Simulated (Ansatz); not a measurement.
Below is a relaxed structure of P. The cell was found from a structure generator's guess, not taken from experiment.

Method: Ansatz 0.2.0, DFT PBE, scalar-relativistic, plane waves, PAW. Cutoff 420 eV, Γ-centred mesh, Gaussian smearing, no spin polarisation.

```
P
1.0
     2.30274   -5.97235    0.00000
     2.30274    5.97235    0.00000
     0.00000    0.00000    3.30470
P
4
Cartesian
  3.8598 1.9299 1.6523
  3.8598 -1.9299 0.0000
  0.7457 -1.9299 1.6523
  0.7457 1.9299 0.0000
```

Energies count from the standard state of P at the same level. The references include black phosphorus.

Question: Find its symmetry and describe it.

Answer: Cccm (No. 66). Conventional cell: a = 4.605 Å, b = 11.945 Å, c = 3.305 Å. P has 3 P at 2.23–2.26 Å.

Question: How far does it lie from the standard state of P?

Answer: +0.01 eV/atom. It is level with the standard state within the noise.

Question: Is it a metal?

Answer: There is no gap on the 12×12×14 mesh, but valence and conduction bands overlap by only 0.12 eV, so at this level it is a semimetal.

The last run used a 12×12×14 mesh (in the run's order of axes) for its 4-atom cell and Gaussian smearing of 0.10 eV. No dispersion correction is applied, so the spacing and binding between layers, chains or molecules are poorly described. The zero gap may come from the functional, which often closes small gaps, or the cell may be a true semimetal. The reference form of P is held partly by dispersion forces, which this level lacks. A later test with randomly moved atoms ended 3 meV/atom lower, in P2/m at a loose tolerance, which is no clear verdict on its stability.
